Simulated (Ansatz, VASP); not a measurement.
## GaN in VASP and in Ansatz

```
Ga N
1.0
     0.00000    2.16726    2.10321
     2.16726    0.00000    2.10321
     2.16726    2.16726    0.00000
Ga N
1 1
Direct
  0.00000 0.00000 0.00000
  0.50000 0.50000 0.50000
```

Change from the starting cell: strain +0.015 along x and y, -0.015 along z, atoms carried along.

Alike in both runs: task single point; functional PBE; k mesh 14 × 14 × 14; occupations gaussian, width 0.05 eV; no spin polarisation.

```csv
,VASP,Ansatz
version,VASP 6.6.1,Ansatz 0.2.0
potentials or method,"VASP PAW PBE potentials, release 64 (Ga_d, N)","scalar-relativistic, plane waves, PAW"
plane-wave cutoff (eV),520,420
valence electrons in the cell,18,18
```

```csv
,VASP,Ansatz,Ansatz less VASP
gap on the k mesh at the Fermi level (eV),0.13,0.14,+0.010
least direct gap on the mesh (eV),2.11,2.11,-0.001
pressure (GPa),-2.3,-3.0,-0.72
largest component of the traceless stress (GPa),2.96,2.90,-0.055
```
